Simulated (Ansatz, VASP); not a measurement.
One calculation of KBr, two programs

```xyz
2
Lattice="0.0000 3.2945 3.2945 3.2945 0.0000 3.2945 3.2945 3.2945 0.0000" Properties=species:S:1:pos:R:3 pbc="T T T"
K     0.0000    0.0000    0.0000
Br    3.2945    3.2945    3.2945
```

The cell is a database's computed one.

Alike in both runs: task single point; functional r2SCAN; k mesh 6 × 6 × 6; occupations gaussian, width 0.1 eV; no spin polarisation.

```csv
,VASP,Ansatz
version,VASP 6.6.1,Ansatz 0.2.0
potentials or method,"VASP PAW PBE potentials, release 64 (K_sv, Br)","scalar-relativistic, plane waves, PAW"
plane-wave cutoff (eV),520,500
valence electrons in the cell,16,16
```

```csv
,VASP,Ansatz,Ansatz less VASP
gap on the k mesh at the Fermi level (eV),5.09,5.09,-0.002
least direct gap on the mesh (eV),5.09,5.09,-0.002
pressure (GPa),0.1,0.1,0.00
```

Caveats: the PAW data sets were made with another functional, which shifts forces and pressure a little (VASP). r2SCAN opens gaps a little over a GGA but as a rule still falls short of measured ones.
